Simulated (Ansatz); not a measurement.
As:

```
As
1.0
     1.82500   -5.50000    0.00000
     1.82500    5.50000    0.00000
     0.00000    0.00000    4.47000
As
4
Direct
  0.39000 0.61000 0.56000
  0.89000 0.11000 0.94000
  0.61000 0.39000 0.44000
  0.11000 0.89000 0.06000
```

This isn't the form of As at room conditions, which is rhombohedral.

Program: Ansatz 0.2.0. Alike in all runs: task band structure; potentials or basis Ansatz PAW; cell as given; k mesh 8 × 8 × 6; smearing fermi-dirac 0.05 eV.

Order these runs on this cell by their pressure, lowest first.
A. level PBEsol; spin SOC, no magnetisation; cutoff (eV) 420
B. level LDA; spin off; cutoff (eV) 420
C. level r2SCAN; spin off; cutoff (eV) 500

B (-1.9 GPa), A (-0.3 GPa), C (1.4 GPa).

Caveats: the PAW data sets come from PBE, with cores solved anew for the run's functional, which leaves a small shift of forces and pressure.
